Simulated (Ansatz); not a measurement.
## P: from a trial structure to a relaxed crystal

The calculation used DFT PBE, scalar-relativistic, plane waves, PAW in Ansatz 0.2.0. Cutoff 420 eV, Γ-centred k mesh, Gaussian smearing, no spin polarisation in the final step.

A relaxed cell is given with its space group left out.

```xyz
2
Lattice="4.1067 0.0000 0.0000 -2.0533 3.5565 0.0000 0.0000 0.0000 2.3499" Properties=species:S:1:pos:R:3 pbc="T T T"
P     0.0000    2.3710    0.0000
P     2.0533    1.1855    0.0000
```

Energies count from the standard state of P at the same level.

(1) What space group does it have?

(2) How far above the standard state of P does it lie?

(3) Is it a metal?

Answers

(1) P6/mmm (No. 191). Conventional cell: a = 4.107 Å, c = 2.350 Å. P has 5 P at 2.35–2.37 Å.

(2) 0.27 eV/atom.

(3) Yes, bands cross the Fermi level on the 15×15×22 mesh.

The final run used a 15×15×22 mesh on its 2-atom cell and 0.10 eV smearing. For metals, differences of a few meV/atom aren't resolved. The cell came from a trial start, so P may not exist in this structure.